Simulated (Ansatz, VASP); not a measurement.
# One calculation of F, two programs

```
F
1.0
     2.23711    0.00000    0.00000
     0.00000    2.23711    0.00000
     0.00000    0.00000    2.23711
F
1
Cartesian
  0.0000 0.0000 0.0000
```

Change from the starting cell: volume scaled by 1.06, PAW files.

Alike in both runs: task electric field gradients; functional PBE; k mesh 15 × 15 × 15; occupations fermi-dirac, width 0.08 eV; no spin polarisation.

|  | VASP | Ansatz |
| --- | --- | --- |
| version | VASP 6.6.1 | Ansatz 0.2.0 |
| potentials or method | VASP PAW PBE potentials, release 64 (F) | PAW with Ansatz's default frozen-core files, scalar-relativistic |
| plane-wave cutoff (eV) | 520 | 420 |
| valence electrons in the cell | 7 | 7 |

```tsv
	VASP	Ansatz	Ansatz less VASP
pressure (GPa)	-3.7	-3.0	+0.69
Vzz of the field gradient on the site that differs most (V/Å²)	0.0	0.0	0.00
```

With one functional, cell and mesh, what is left measures potentials, basis and numerics.

Caveats: an odd number of electrons without spin polarisation forces a metal; a magnetic or distorted state may lie lower.
